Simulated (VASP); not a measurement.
# NaCl (Fm-3m) in VASP: a series of runs

The runs below take NaCl through single point, with PBEsol.

Everything below comes from runs of VASP 6.6.1. Logs are shortened: lines on timing, memory, paths and dates and some standing lists are left out, and cuts for length are marked.

## 1. The structure

It takes space group Fm-3m (No. 225, cubic). The conventional cell has a = 5.607 Å, b = 5.607 Å, c = 5.607 Å, α = 90.00°, β = 90.00°, γ = 90.00°. Na (site symmetry m-3m) is surrounded by 6 Cl at 2.80 Å. Cl (site symmetry m-3m) is surrounded by 6 Na at 2.80 Å.

## 2. Single point, PBEsol

Input file INCAR:

```
SYSTEM = NaCl
PREC = Accurate ; ENCUT = 700
EDIFF = 1E-6 ; ISMEAR = 0
SIGMA = 0.02 ; LREAL = .False.
LASPH = .True. ; NELM = 60
ALGO = Fast ; ISIF = 2
LWAVE = .False. ; LCHARG = .False.
GGA = PS ; NBANDS = 14
```

Input file KPOINTS:

```
Automatic mesh
0
Gamma
  8 8 8
  0 0 0
```

Input file POSCAR:

```
NaCl
1.0
    0.0000000000      2.8036200000      2.8036200000
    2.8036200000      0.0000000000      2.8036200000
    2.8036200000      2.8036200000      0.0000000000
Na Cl
1 1
Direct
    0.0000000000      0.0000000000      0.0000000000
    0.5000000000      0.5000000000      0.5000000000
```

Potentials or basis: VASP PAW PBE potentials, release 64 (Na_pv, Cl).

The run is started by

```sh
$ cat potpaw_PBE.64/Na_pv/POTCAR potpaw_PBE.64/Cl/POTCAR > POTCAR
$ mpirun -np 1 vasp_std > vasp.out
```

OUTCAR:

```text
SYSTEM = NaCl
   PREC = Accurate
   ENCUT = 700
   EDIFF = 1E-6
   ISMEAR = 0
   LREAL = .False.
   LASPH = .True.
   NELM = 60
   ISIF = 2
   GGA = PS

 ion  position               nearest neighbor table
   1  0.000  0.000  0.000-
   2  0.500  0.500  0.500-

  LATTYP: Found a face centered cubic cell.
 ALAT       =     5.6072400000

  Lattice vectors:

 A1 = (   0.0000000000,   2.8036200000,   2.8036200000)
 A2 = (   2.8036200000,   0.0000000000,   2.8036200000)
 A3 = (   2.8036200000,   2.8036200000,   0.0000000000)

Analysis of symmetry for initial positions (statically):
=====================================================================
 Subroutine PRICEL returns:
 Original cell was already a primitive cell.

 Routine SETGRP: Setting up the symmetry group for a
 face centered cubic supercell.

 Subroutine GETGRP returns: Found 48 space group operations
 (whereof 48 operations were pure point group operations)
 out of a pool of 48 trial point group operations.

The static configuration has the point symmetry O_h .

Analysis of symmetry for dynamics (positions and initial velocities):
=====================================================================
 Subroutine PRICEL returns:
 Original cell was already a primitive cell.

 Routine SETGRP: Setting up the symmetry group for a
 face centered cubic supercell.

 Subroutine GETGRP returns: Found 48 space group operations
 (whereof 48 operations were pure point group operations)
 out of a pool of 48 trial point group operations.

The dynamic configuration has the point symmetry O_h .

 Subroutine INISYM returns: Found 48 space group operations
 (whereof 48 operations are pure point group operations),
 and found     1 'primitive' translations

----------------------------------------------------------------------------------------

                                     Primitive cell

  volume of cell :      44.0745

  direct lattice vectors                    reciprocal lattice vectors
     0.000000000  2.803620000  2.803620000    -0.178340859  0.178340859  0.178340859
     2.803620000  0.000000000  2.803620000     0.178340859 -0.178340859  0.178340859
     2.803620000  2.803620000  0.000000000     0.178340859  0.178340859 -0.178340859

  length of vectors
     3.964917428  3.964917428  3.964917428     0.308895429  0.308895429  0.308895429

  position of ions in fractional coordinates (direct lattice)
     0.000000000  0.000000000  0.000000000
     0.500000000  0.500000000  0.500000000

  ion indices of the primitive-cell ions
   primitive index   ion index
                 1           1
                 2           2

[... 82 lines left out ...]
   NELECT =      14.0000    total number of electrons
   NUPDOWN=      -1.0000    fix difference up-down
   EMIN   =  10.00;   EMAX   =-10.00  energy-range for DOS
   EFERMI =   0.00;   METHOD = LEGACY
   ISMEAR =     0;   SIGMA  =   0.02  broadening in eV -4-tet -1-fermi 0-gaus
   EFERMI_NEDOS =   21; number of points for ismear=-14 and -15
   IALGO  =     68    algorithm
   IMIX   =      4    mixing-type and parameters
     AMIX     =   0.40;   BMIX     =  1.00
     AMIX_MAG =   1.60;   BMIX_MAG =  1.00
  volume/ion in A,a.u.               =      22.04       148.71
  Fermi-wavevector in a.u.,A,eV,Ry     =   1.117005  2.110833 16.975984  1.247700
  Thomas-Fermi vector in A             =   2.253624
   LORBIT       =      0    0 simple, 1 ext, 2 COOP (PROOUT), +10 PAW based schemes
   GGA     = PS    functional components
   LHFCALC =     F    Hartree Fock is set to
   AEXX    =    0.0000 exact exchange contribution
   IVDW    =     0    specifies the selected vdW correction
   LEPSILON=     F    determine dielectric tensor
   LRPA    =     F    only Hartree local field effects (RPA)
 non-spin polarized calculation
 RMM-DIIS sequential band-by-band and
 Gauss-broadening in eV      SIGMA  =   0.02
  energy-cutoff  :      700.00
  volume of cell :       44.07
 maximum number of plane-waves:      1880
 NGX is ok and might be reduce to    36

 number of electron      13.9999997 magnetization

 Free energy of the ion-electron system (eV)
  ---------------------------------------------------
  ext. energy  EPLUGINS =         0.00000000
  ---------------------------------------------------
  free energy    TOTEN  =        -6.99923146 eV

  energy without entropy =       -6.99923146  energy(sigma->0) =       -6.99923146

 E-fermi :  -0.5876     XC(G=0):  -8.4108

 val. band max:       -0.6815406865   @ k =   0.0000   0.0000   0.0000
 cond. band min:       4.3128448034   @ k =   0.0000   0.0000   0.0000
 fundamental gap:      4.9943854899
 Fermi energy:        -0.5876373749

 k-point     1 :       0.0000    0.0000    0.0000
  band No.  band energies     occupation
      1     -21.3016      2.00000
      2     -21.3016      2.00000
      3     -21.3016      2.00000
      4     -13.3660      2.00000
      5      -0.6815      2.00000
      6      -0.6815      2.00000
      7      -0.6815      2.00000
      8       4.3128      0.00000
      9      10.3307      0.00000
     10      10.3307      0.00000
     11      10.3307      0.00000
     12      12.5742      0.00000
     13      12.5742      0.00000
     14      13.9754      0.00000
[... 377 lines left out ...]
      1     -21.3283      2.00000
      2     -21.3107      2.00000
      3     -21.3065      2.00000
      4     -12.9674      2.00000
      5      -2.4220      2.00000
      6      -1.4897      2.00000
      7      -1.1163      2.00000
      8       7.5068      0.00000
      9       8.8468      0.00000
     10       9.4830      0.00000
     11      11.0038      0.00000
     12      13.6290      0.00000
     13      14.9405      0.00000
     14      16.0230      0.00000

 [... further k-points ...]
[... 5 lines left out ...]
  --------------------------------------------------------------------------------------
  -------------------------------------------------------------------------------------
  Total       -0.0508940     -0.0508940     -0.0508940     -0.0000000     -0.0000000      0.0000000
  in kB       -1.8500775     -1.8500775     -1.8500775     -0.0000000     -0.0000000      0.0000000
  external PRESSURE =      -1.8500775 kB  Pullay stress =       0.0000000 kB

 VOLUME and BASIS-vectors are now :
 -----------------------------------------------------------------------------
  energy-cutoff  :      700.00
  volume of cell :       44.07
      direct lattice vectors                 reciprocal lattice vectors
     0.000000000  2.803620000  2.803620000    -0.178340859  0.178340859  0.178340859
     2.803620000  0.000000000  2.803620000     0.178340859 -0.178340859  0.178340859
     2.803620000  2.803620000  0.000000000     0.178340859  0.178340859 -0.178340859

 POSITION                                       TOTAL-FORCE (eV/Angst)
 -----------------------------------------------------------------------------------
      0.00000      0.00000      0.00000        -0.000000     -0.000000     -0.000000
      2.80362      2.80362      2.80362         0.000000      0.000000      0.000000
 -----------------------------------------------------------------------------------
    total drift:                                0.000000      0.000000      0.000000

  FREE ENERGIE OF THE ION-ELECTRON SYSTEM (eV)
  ---------------------------------------------------
  free  energy   TOTEN  =        -6.9992314634 eV

  energy  without entropy=       -6.9992314634  energy(sigma->0) =       -6.99923146
```

OSZICAR:

```text
N       E                     dE             d eps       ncg     rms          rms(c)
DAV:   1     0.113396087534E+03    0.11340E+03   -0.81037E+03   812   0.125E+03
DAV:   2     0.368096163527E+01   -0.10972E+03   -0.99973E+02   878   0.308E+02
DAV:   3    -0.695328160998E+01   -0.10634E+02   -0.10554E+02  1052   0.824E+01
DAV:   4    -0.715727699871E+01   -0.20400E+00   -0.20388E+00   986   0.119E+01
DAV:   5    -0.716134070710E+01   -0.40637E-02   -0.40635E-02  1042   0.178E+00    0.191E+00
RMM:   6    -0.700605765173E+01    0.15528E+00   -0.17547E-01   987   0.216E+00    0.134E+00
RMM:   7    -0.699629489327E+01    0.97628E-02   -0.85451E-02   990   0.136E+00    0.919E-01
RMM:   8    -0.699989842377E+01   -0.36035E-02   -0.79476E-03   974   0.990E-01    0.306E-01
RMM:   9    -0.699923762551E+01    0.66080E-03   -0.13334E-03  1189   0.331E-01    0.165E-01
RMM:  10    -0.699924271181E+01   -0.50863E-05   -0.31412E-04  1153   0.171E-01    0.616E-02
RMM:  11    -0.699924100454E+01    0.17073E-05   -0.32450E-04  1079   0.128E-01    0.597E-02
RMM:  12    -0.699923146727E+01    0.95373E-05   -0.32797E-05  1274   0.601E-02    0.259E-02
RMM:  13    -0.699923146340E+01    0.38708E-08   -0.76856E-06  1069   0.228E-02
   1 F= -.69992315E+01 E0= -.69992315E+01  d E =-.176376E-13
```

Run time: 29 s. Hardware: 1 thread of Intel Xeon Platinum 8259CL at 2.50GHz (Skylake/Cascade Lake), shared host; peak memory 0.2 GiB.

What came out:

| Item | Value |
| --- | --- |
| Free energy | -6.9992 eV |
| Pressure | -0.2 GPa |
| Band gap on the k mesh | 4.99 eV, direct |

Levels at points of the mesh, in eV from the valence-band top:
| k point | band 4 | band 5 | band 6 | band 7 | band 8 | band 9 | band 10 | band 11 |
| --- | --- | --- | --- | --- | --- | --- | --- | --- |
| (0.00, 0.00, 0.00) | -12.68 | 0.00 | 0.00 | 0.00 | 4.99 | 11.01 | 11.01 | 11.01 |
| (0.50, 0.00, 0.00) | -12.32 | -2.03 | -0.28 | -0.28 | 7.10 | 10.64 | 10.90 | 10.90 |
| (0.50, 0.50, 0.00) | -12.27 | -1.75 | -0.63 | -0.63 | 7.48 | 7.87 | 11.25 | 14.77 |

Caveat: the PAW data sets were made with another functional, which shifts forces and pressure a little. PBEsol gaps usually lie below the measured ones, often by a third to a half.

## 3. Single point, PBEsol

Edit INCAR of step 2 so:

```diff
@@ -1,3 +1,3 @@
 SYSTEM = NaCl
-PREC = Accurate ; ENCUT = 700
+PREC = Accurate ; ENCUT = 520
 EDIFF = 1E-6 ; ISMEAR = 0
```

Input file KPOINTS:

```
Automatic mesh
0
Gamma
  10 10 10
  0 0 0
```

POSCAR is that of step 2.

Potentials or basis: VASP PAW PBE potentials, release 64 (Na_pv, Cl).

The run is started by

```sh
$ cat potpaw_PBE.64/Na_pv/POTCAR potpaw_PBE.64/Cl/POTCAR > POTCAR
$ mpirun -np 1 vasp_std > vasp.out
```

It took 31 s on 1 thread of Intel Xeon Platinum 8259CL at 2.50GHz (Skylake/Cascade Lake), shared host; peak memory 0.17 GiB.

Results (log left out):

| Property | Result |
| --- | --- |
| Free energy | -6.9983 eV |
| Pressure | -0.2 GPa |
| Band gap on the k mesh | 4.99 eV, direct |

Levels at points of the mesh, in eV from the valence-band top:
```
           k point  band 3  band 4  band 5  band 6  band 7  band 8  band 9  band 10  band 11  band 12
(0.00, 0.00, 0.00)  -20.62  -12.68    0.00    0.00    0.00    4.99   11.01    11.01    11.01    13.26
(0.50, 0.00, 0.00)  -20.62  -12.32   -2.03   -0.28   -0.28    7.10   10.64    10.90    10.90    14.94
(0.50, 0.50, 0.00)  -20.63  -12.27   -1.75   -0.63   -0.63    7.48    7.87    11.25    14.77    14.77
```

Caveat: the PAW data sets were made with another functional, which shifts forces and pressure a little. A k mesh can miss the band edges.
